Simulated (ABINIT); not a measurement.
CdF2:

```
Cd F
1.0
     0.00000    2.69400    2.69400
     2.69400    0.00000    2.69400
     2.69400    2.69400    0.00000
Cd F
1 2
Direct
  0.00000 0.00000 0.00000
  0.75000 0.75000 0.75000
  0.25000 0.25000 0.25000
```

Base run:

- Program: ABINIT 10.8.3 (patched build)
- Functional: PBE
- Potentials or basis: JTH PAW PBE v2.0
- Cutoff: 626 eV
- k mesh: 9 × 9 × 9
- Occupations: fermi-dirac, width 0.05 eV
- Spin: no spin polarisation

Its results: band gap on the k mesh 3.10 eV, indirect (least direct gap 3.56 eV); pressure 5.1 GPa.

Problem. The run is repeated on the same cell with these changes: functional from PBE to revPBE. What comes out?

Solution. Band gap on the k mesh 3.26 eV, indirect (least direct gap 3.73 eV); pressure 8.6 GPa.

revPBE binds less tightly than PBE, so the same cell stands under more pressure.

Caveats: the PAW data sets were made with another functional, which shifts forces and pressure a little (some runs).
